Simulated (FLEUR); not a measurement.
# ZrN: equation of state with LDA

The system is ZrN.

```
CELL_PARAMETERS angstrom
0.00000 2.30000 2.30000
2.30000 0.00000 2.30000
2.30000 2.30000 0.00000
ATOMIC_POSITIONS crystal
Zr 0.50000 0.50000 0.50000
N 0.00000 0.00000 0.00000
```

```yaml
Program: FLEUR MaX-R8.1 (later development tree)
Task: equation of state
Functional: LDA
Potentials_or_basis: all-electron
Basis: FLAPW
Kmax: 4.55 1/bohr
k_mesh: 10 × 10 × 10
Occupations: fermi-dirac, width 0.05 eV
Spin: no spin polarisation
Gmax: 14.1 1/bohr
Muffin-tin_radii: Zr 2.37, N 1.54 bohr
lmax: Zr 10, N 8
Local_orbitals_a_species: Zr 5, N 3
```

```
Equilibrium volume                      : 11.57 Å³/atom
Bulk modulus                            : 282 GPa
Pressure derivative of the bulk modulus : 4.3 (rough: it moves with the points fitted)
```

Energy against volume, from the lowest point:
```tsv
volume (Å³/atom)	energy (meV/atom)
11.437	0.46
11.680	0.00
12.167	23.74
12.654	75.28
12.897	109.54
```

LDA usually gives volumes a few per cent too small. Zero-point motion and thermal expansion aren't in these numbers.
